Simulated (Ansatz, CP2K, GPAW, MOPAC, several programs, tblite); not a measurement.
## Many methods on one cell: CaO (NiAs type)

CaO in the NiAs structure, relaxed with r2SCAN in Ansatz, was computed with several methods. Space group P6_3/mmc (No. 194), hexagonal; a = 3.320 Å, c = 5.814 Å in the conventional setting, 13.87 Å³ an atom. Ca is surrounded by 6 O at 2.41 Å; O is surrounded by 6 Ca at 2.41 Å. These are computed values for a spin-unpolarised cell that may be hypothetical; none is a measurement.

```xyz
4
Lattice="3.3199 0.0000 0.0000 -1.6600 2.8751 0.0000 0.0000 0.0000 5.8143" Properties=species:S:1:pos:R:3 pbc="T T T"
Ca    0.0000    0.0000    0.0000
Ca    0.0000    0.0000    2.9072
O     0.0000    1.9168    1.4536
O     1.6600    0.9584    4.3607
```

Gaps and times are for a single point on this cell; volume and bulk modulus come from each method's own relaxation or energy curve at fixed shape, which is too stiff where a cell has free coordinates or axes. Times are rough, from shared hosts (Arm Neoverse V2), and each method has its own mesh and cell size. A dagger marks a closed or tiny gap in a crystal that DFT finds insulating: a failure of the method or a wrong SCF state. A double dagger marks a value from a curve with shape and coordinates held. PM6 (MOPAC), PM7 (MOPAC), GFN1-xTB (tblite), GFN2-xTB (tblite) treat a cluster of cells at its zone centre, which samples few k points: where these miss a band edge, the gap comes out too large for that reason alone. Gaps from k meshes are read at a limited set of points (mesh, symmetry points, PBE's band edges), so each method's own least gap may be somewhat smaller. xTB and the PM methods were fitted mostly to molecules, and can miss a solid's gap by electronvolts. Minimal bases can be far off for gaps. GLLB-SC's gap includes the derivative discontinuity. d marks a direct gap, i an indirect one (no mark: not told apart), a dash a value that wasn't computed or didn't pass its checks.

```json
{"method": "light PBE (260 eV and a coarse mesh)", "kind": "light plane-wave", "gap (eV)": "3.91 d", "own volume (Å³/atom)": "–", "bulk modulus (GPa)": "–", "atoms computed": "4", "processor time": "0.8 s"}
{"method": "PM6 (MOPAC)", "kind": "semi-empirical", "gap (eV)": "6.01", "own volume (Å³/atom)": "–", "bulk modulus (GPa)": "–", "atoms computed": "72", "processor time": "2.5 s"}
{"method": "PBE", "kind": "semilocal", "gap (eV)": "3.85 d", "own volume (Å³/atom)": "14.22", "bulk modulus (GPa)": "101‡", "atoms computed": "4", "processor time": "3.1 s"}
{"method": "GFN1-xTB (tblite)", "kind": "tight binding", "gap (eV)": "0.00†", "own volume (Å³/atom)": "13.60‡", "bulk modulus (GPa)": "101‡", "atoms computed": "72", "processor time": "5.4 s"}
{"method": "PBE/SZV (CP2K)", "kind": "small basis", "gap (eV)": "0.92 d", "own volume (Å³/atom)": "–", "bulk modulus (GPa)": "–", "atoms computed": "4", "processor time": "7.4 s"}
{"method": "GFN2-xTB (tblite)", "kind": "tight binding", "gap (eV)": "0.19†", "own volume (Å³/atom)": "–", "bulk modulus (GPa)": "–", "atoms computed": "72", "processor time": "8.3 s"}
{"method": "r2SCAN", "kind": "semilocal", "gap (eV)": "4.41 d", "own volume (Å³/atom)": "13.87", "bulk modulus (GPa)": "113‡", "atoms computed": "4", "processor time": "9.1 s"}
{"method": "PM7 (MOPAC)", "kind": "semi-empirical", "gap (eV)": "2.88", "own volume (Å³/atom)": "–", "bulk modulus (GPa)": "–", "atoms computed": "72", "processor time": "16 s"}
{"method": "PBE/DZVP (CP2K)", "kind": "small basis", "gap (eV)": "3.71 d", "own volume (Å³/atom)": "14.45‡", "bulk modulus (GPa)": "102‡", "atoms computed": "4", "processor time": "22 s"}
{"method": "GLLB-SC (GPAW)", "kind": "model potential", "gap (eV)": "7.68", "own volume (Å³/atom)": "–", "bulk modulus (GPa)": "–", "atoms computed": "4", "processor time": "34 s"}
{"method": "PBE/single zeta (GPAW)", "kind": "small basis", "gap (eV)": "3.57 d", "own volume (Å³/atom)": "–", "bulk modulus (GPa)": "–", "atoms computed": "4", "processor time": "3.9 min"}
```

Against r2SCAN (4.41 eV) and with closed or daggered gaps left aside, the nearest gap at the points sampled is that of light PBE (260 eV and a coarse mesh) (-0.50 eV) and the farthest that of PBE/SZV (CP2K) (-3.49 eV). r2SCAN is only a yardstick of convenience: semilocal gaps usually lie below measured ones, which GLLB-SC and hybrids aim to mend.

Volumes against r2SCAN's: PBE +2.5 %.
